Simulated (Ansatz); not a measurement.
Input and command of a plane-wave DFT calculation in Ansatz:

```yaml
crystal:
  lattice:
    - [3.9242221015, 0.0, 0.0]
    - [0.0, 3.9242221015, 0.0]
    - [0.0, 0.0, 4.1969929808]
  atoms:
    - { symbol: Li, position: [0.0, 0.0, 0.7830248745] }
    - { symbol: Nb, position: [0.5, 0.5, 0.5251560353] }
    - { symbol: O, position: [0.5, 0.5, 0.101282969] }
    - { symbol: O, position: [0.5, 0.0, 0.6162680606] }
    - { symbol: O, position: [0.0, 0.5, 0.6162680606] }
basis:
  ecutwfc: 420
kpoints:
  mp_grid: { grid: [8, 8, 6] }
hamiltonian:
  xc: pbe
scf:
  occupations: { method: gaussian, width: 0.02 }
output:
  forces: true
  stress: true
  eigenvalues: true
relax:
  adjacent_minimum: "off"
  f_tol: 0.01
  max_steps: 80
  cell: { stress_tol: 0.05 }
```

```bash
ansatz run input.yaml --threads 1 --pin off --max-ram 2560MiB --backend cpu --events-out ev --progress --plain --runs-dir out
```

Processor: Intel(R) Xeon(R) 6975P-C (Granite Rapids), 1 thread, on a host shared with other jobs.

Task: Estimate time, memory and problem size.

Result: About 24 s on 1 thread of Intel(R) Xeon(R) 6975P-C (Granite Rapids), on a shared host, peak memory 0.47 GiB. It solves 22 bands at 60 k points (the mesh reduced by the symmetry that the task leaves, which can be less than the crystal's) with about 1279 plane waves (on the last cell), in 30 SCF iterations over 5 ionic steps.
